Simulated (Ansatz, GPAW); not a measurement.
## One calculation of Mg, 3 ways

```xyz
1
Lattice="-1.7728 1.7728 1.7728 1.7728 -1.7728 1.7728 1.7728 1.7728 -1.7728" Properties=species:S:1:pos:R:3 pbc="T T T"
Mg    0.0000    0.0000    0.0000
```

This isn't the form of Mg at room conditions, which is hcp.

Alike in all runs: task single point; functional LDA; k mesh 11 × 11 × 11; occupations gaussian, width 0.1 eV; no spin polarisation; no spin-orbit coupling. LDA stands for any of its common fits. Pressure is positive in compression and, in plane waves, holds the error of the finite cutoff, which Ansatz's Pulay term estimates and takes out.

```
                                                    program and potentials  plane-wave cutoff (eV)                                                 notes  pressure (GPa)
                                                        Ansatz, Ansatz PAW                     420  potentials made for PBE, which Ansatz adapts in part           -1.31
                            Ansatz, all-electron LAPW, scalar-relativistic                       -                                                     -           -1.28
GPAW, the program's PAW data sets (release 1.2.1) made for this functional                     800                                                     -           -1.32
```

The pressure spans -1.32 (GPAW, the program's PAW data sets (release 1.2.1) made for this functional) to -1.28 GPa (Ansatz, all-electron LAPW, scalar-relativistic), with all-electron results at -1.28.

Differences between rows come from potentials, basis sets and numerical settings, since the functional is the same but for its coding. Runs on potential files found faulty are left out.
